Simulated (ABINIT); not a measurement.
SiC (Moissanite):

```
Si C
1.0
     3.07600    0.00000    0.00000
    -1.53800    2.66389    0.00000
     0.00000    0.00000    5.04800
Si C
2 2
Direct
  0.66667 0.33333 0.50000
  0.33333 0.66667 0.00000
  0.66667 0.33333 0.88500
  0.33333 0.66667 0.38500
```

Program: ABINIT 10.8.3 (patched build). Alike in all runs: no spin polarisation; cell as given; smearing fermi-dirac 0.05 eV.

Problem. Order these runs on this cell by their pressure, lowest first.
A. level PBE; potentials or basis JTH PAW PBE v2.0; k mesh 13 × 13 × 6; cutoff (eV) 544; fine-grid cutoff 1088.46 eV; mesh quality not flagged
B. level PBEsol; potentials or basis PseudoDojo NC SR PBEsol v0.4 stringent; k mesh 10 × 10 × 5; cutoff (eV) 1116; mesh quality not flagged
C. level HCTH407; potentials or basis PseudoDojo NC SR PBE v0.4.1 standard; k mesh 10 × 10 × 5; cutoff (eV) 1116; mesh quality not flagged
D. level BLYP; potentials or basis PseudoDojo NC SR PBE v0.4.1 standard; k mesh 10 × 10 × 5; cutoff (eV) 1116; mesh quality not flagged
E. level LDA; potentials or basis JTH PAW LDA v2.0; k mesh 4 × 4 × 2; cutoff (eV) 544; fine-grid cutoff 1088.46 eV; mesh quality coarse

Solution. E (-4.0 GPa), C (-1.2 GPa), B (0.3 GPa), A (3.2 GPa), D (10.2 GPa).

Caveats: some runs use coarse meshes; the potentials were made for another functional, which shifts forces and pressure (some runs).
